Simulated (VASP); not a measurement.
# Tc, self-consistent run: which settings are enough?

Tc, I4/mmm (no. 139), 1 atom in the cell. LDA; PAW potentials Tc_pv (LDA set). VASP 6.6.1.

Wanted: stress within 1 GPa.

What the run is for: stress; Accuracy asked: screening.

POSCAR:
```
Tc
1.0
    0.0000000000      1.9500000000      1.9695000000
    1.9500000000      0.0000000000      1.9695000000
    1.9500000000      1.9500000000      0.0000000000
Tc
1
Direct
    0.0000000000      0.0000000000      0.0000000000
```

The series start from Plane-wave cutoff (eV): 340; Smearing width (eV): 0.07; k-point mesh: 16 × 16 × 16; Precision mode (PREC): Accurate; Electronic threshold (eV): 1e-6; Bands in all (NBANDS): 16; Electronic algorithm: ALGO=Normal; Delay and inner steps: defaults; Use of symmetry (ISYM): defaults. Each series keeps the choices made before it, and each single choice may use up half of a tolerance.

## Plane-wave cutoff (eV)

| Plane-wave cutoff (eV) | Stress, largest deviation (GPa) | SCF iterations | Time (s) |
|---|---|---|---|
| 210 | 107.4 | 11 | 9.6 |
| 260 | 13.5 | 11 | 11 |
| 300 | 1.3 | 11 | 12 |
| 340 | 0.6 | 11 | 33 |
| 400 | 1.1 | 11 | 26 |
| 460 | 0.6 | 11 | 31 |
| 560 | 0.1 | 11 | 38 |
| 700 (reference) | 0.0 | 11 | 40 |

Chosen: 560, the loosest value from which every tighter one stays within half of the tolerance.

## Smearing width (eV)

| Smearing width (eV) | Stress, largest deviation (GPa) | SCF iterations | Time (s) |
|---|---|---|---|
| 0.3 | 0.4 | 11 | 38 |
| 0.2 | 0.3 | 11 | 36 |
| 0.15 | 0.2 | 11 | 38 |
| 0.1 | 0.2 | 11 | 37 |
| 0.07 | 0.1 | 11 | 38 |
| 0.04 (reference) | 0.0 | 11 | 41 |

Chosen: 0.3.

## k-point mesh

| k-point mesh | Stress, largest deviation (GPa) | SCF iterations | Time (s) |
|---|---|---|---|
| 5 × 5 × 5 | 2.2 | 11 | 3.5 |
| 7 × 7 × 7 | 0.3 | 11 | 5.8 |
| 8 × 8 × 8 | 0.4 | 11 | 8.3 |
| 10 × 10 × 10 | 0.5 | 11 | 12 |
| 13 × 13 × 13 | 0.2 | 11 | 23 |
| 16 × 16 × 16 | 0.1 | 11 | 38 |
| 19 × 19 × 19 | 0.1 | 11 | 67 |
| 23 × 23 × 23 (reference) | 0.0 | 11 | 101 |

Chosen: 7 × 7 × 7.

## Precision mode (PREC)

| Precision mode (PREC) | Stress, largest deviation (GPa) | SCF iterations | Time (s) |
|---|---|---|---|
| Low | 0.1 | 11 | 3.3 |
| SingleN | 0.1 | 11 | 3.4 |
| Normal | 0.0 | 11 | 3.2 |
| Accurate (reference) | 0.0 | 11 | 5.8 |

Chosen: Low.

## Electronic threshold (eV)

| Electronic threshold (eV) | Stress, largest deviation (GPa) | SCF iterations | Time (s) |
|---|---|---|---|
| 0.001 | 0.5 | 9 | 3.1 |
| 0.0001 | 0.5 | 9 | 2.6 |
| 1e-5 | 0.2 | 10 | 2.5 |
| 1e-6 | 0.0 | 11 | 3.3 |
| 1e-7 | 0.0 | 11 | 2.7 |
| 1e-8 (reference) | 0.0 | 12 | 2.9 |

Chosen: 1e-5.

## Bands in all (NBANDS)

| Bands in all (NBANDS) | Stress, largest deviation (GPa) | SCF iterations | Time (s) |
|---|---|---|---|
| 8 | 0.2 | 10 | 1.9 |
| 9 | 0.3 | 10 | 1.8 |
| 11 | 0.2 | 10 | 1.9 |
| 13 | 0.8 | 9 | 2.0 |
| 16 | 0.1 | 10 | 2.5 |
| 25 (reference) | 0.0 | 10 | 3.6 |

Chosen: 16.

## Electronic algorithm

| Electronic algorithm | Stress, largest deviation (GPa) | SCF iterations | Time (s) |
|---|---|---|---|
| ALGO=Normal | 0.0 | 10 | 2.5 |
| ALGO=Fast | 0.5 | 11 | 2.8 |
| ALGO=VeryFast | 0.1 | 17 | 3.3 |
| ALGO=All ISEARCH=1 | 0.2 | 13 | 2.9 |
| ALGO=All ISEARCH=0 | 0.2 | 13 | 3.9 |
| ALGO=Damped TIME=0.4 | 0.4 | 18 | 4.4 |
| ALGO=Damped TIME=0.1 | 0.1 | 31 | 6.5 |

Chosen: ALGO=Normal; no other choice that stays within half of the tolerance saves 30 % of the time.

## Delay and inner steps

| Delay and inner steps | Stress, largest deviation (GPa) | SCF iterations | Time (s) |
|---|---|---|---|
| defaults | 0.0 | 10 | 2.5 |
| NELMDL=-2 | 0.5 | 7 | 2.1 |
| NELMDL=-8 | 0.0 | 13 | 3.1 |
| NELMDL=-12 | 0.1 | 17 | 3.6 |
| NRMM=2 | 0.0 | 10 | 2.6 |
| NRMM=6 | 0.0 | 10 | 2.8 |
| WEIMIN=0.001 | 0.0 | 10 | 2.4 |

Chosen: defaults.

## Use of symmetry (ISYM)

| Use of symmetry (ISYM) | Stress, largest deviation (GPa) | SCF iterations | Time (s) |
|---|---|---|---|
| defaults | 0.0 | 10 | 2.5 |
| ISYM=1 | 0.0 | 10 | 2.3 |
| ISYM=0 | 0.0 | 10 | 9.6 |
| ISYM=-1 | 0.0 | 10 | 15 |

Chosen: defaults.

## All choices together

| Input | Stress, largest deviation (GPa) | Time (s) |
|---|---|---|
| the program's defaults (naive) | 13.7 | 1.1 |
| chosen settings | 0.9 | 3.3 |
| reference settings throughout | 0.0 | 191 |

The tolerance is met.

Values of the reference run: Stress: -22.01, 0, 0, 0, -22.01, 0, 0, 0, -23.72 GPa.

1 cheaper combination failed this check first and made the worst setting one step tighter.

## The input

INCAR:
```
SYSTEM = Tc
GGA      = CA             ! functional
ISMEAR   = 0              ! smearing method
SIGMA    = 0.2            ! smearing width, eV
LWAVE    = .False.        ! write WAVECAR
LCHARG   = .False.        ! write CHGCAR
ISIF     = 2              ! what is computed and relaxed
PREC     = Low            ! precision mode
LASPH    = .True.         ! aspherical terms in the spheres
LREAL    = .False.        ! projectors in reciprocal space
ALGO     = Normal         ! electronic algorithm
EDIFF    = 1E-5           ! SCF threshold, eV
NELM     = 120            ! most SCF steps
GGA_COMPAT= .False.      
ENCUT    = 560            ! plane-wave cutoff, eV
NBANDS   = 16             ! bands
```

KPOINTS:
```
Automatic mesh
0
Gamma
  7 7 7
  0 0 0
```

Commands:
```
cat potpaw_LDA.64/Tc_pv/POTCAR > POTCAR
mpirun -np 1 vasp_std > vasp.out
```

The chosen input took VASP 6.6.1 3.3 s on 1 core (Intel Xeon Platinum 8488C (Sapphire Rapids)), a shared host.

## An input that fails: too few electronic steps

The electronic loop stops at its limit of 6 steps.

Changes against the starting input:
```
- NELM = 120
+ NELM = 6
```
